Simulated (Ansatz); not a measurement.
**Guessed and relaxed cells of Hf4C**

The guess for Hf4C was made by a generator: species swapped into a database cell of OsPt4 (R-3m, No. 166), with C on the Os sites and Hf on the Pt sites. Its size is a rough estimate.

start.cif

```cif
data_structure
_symmetry_space_group_name_H-M 'R-3m:H'
_symmetry_Int_Tables_number 166
_cell_length_a 2.9317
_cell_length_b 2.9317
_cell_length_c 35.7849
_cell_angle_alpha 90.000
_cell_angle_beta 90.000
_cell_angle_gamma 120.000
_cell_volume 266.35
loop_
_atom_site_label
_atom_site_type_symbol
_atom_site_symmetry_multiplicity
_atom_site_Wyckoff_symbol
_atom_site_fract_x
_atom_site_fract_y
_atom_site_fract_z
_atom_site_occupancy
Hf1 Hf 6 c 0.33333 0.66667 0.06380 1
Hf2 Hf 6 c 0.66667 0.33333 0.13238 1
C1 C 3 a 0.00000 0.00000 0.00000 1
```

The calculation used DFT PBE, scalar-relativistic, plane waves, PAW (Ansatz 0.2.0). Cutoff 420 eV, Gaussian smearing, Γ-centred meshes. Cell and atoms relax first on a coarse mesh, the cell is then made exact in the group found at 0.06 to 0.08 Å, and last on a converged mesh; the steps can't lower the symmetry of their start. No spin polarisation.

end.cif

```cif
data_structure
_symmetry_space_group_name_H-M 'R-3m:H'
_symmetry_Int_Tables_number 166
_cell_length_a 3.2429
_cell_length_b 3.2429
_cell_length_c 31.4192
_cell_angle_alpha 90.000
_cell_angle_beta 90.000
_cell_angle_gamma 120.000
_cell_volume 286.15
loop_
_atom_site_label
_atom_site_type_symbol
_atom_site_symmetry_multiplicity
_atom_site_Wyckoff_symbol
_atom_site_fract_x
_atom_site_fract_y
_atom_site_fract_z
_atom_site_occupancy
Hf1 Hf 6 c 0.66667 0.33333 0.70762 1
Hf2 Hf 6 c 0.00000 0.00000 0.79395 1
C1 C 3 a 0.00000 0.00000 0.00000 1
```

The symmetry stays R-3m (No. 166). The volume per atom grows by 7.4 %, from 17.8 to 19.1 Å³. The shortest distance goes from 2.84 Å (Hf–C) to 2.27 Å (Hf–C). The ratio c/a of the conventional cell changes by a factor of 0.79.

```json
{"Volume per atom": "19.08 Å³", "Density": "12.64 g/cm³", "Energy over the elements": "−0.35 eV/atom", "Gap on the 12×12×12 mesh of the 5-atom cell": "0 eV (a metal)"}
```

Energies over the elements count from the elements' standard structures at the same level, with no fitted energy shifts.

The last run used Gaussian smearing of 0.10 eV. These runs have no spin–orbit coupling, which can matter for Hf. The reference form of C is held partly by dispersion forces, which this level lacks. Symmetry constrained the relaxation, so the result can be a saddle point. Another cell of the same search, in P-3m1, lies 31 meV/atom lower, so this cell isn't the stable form at this level.
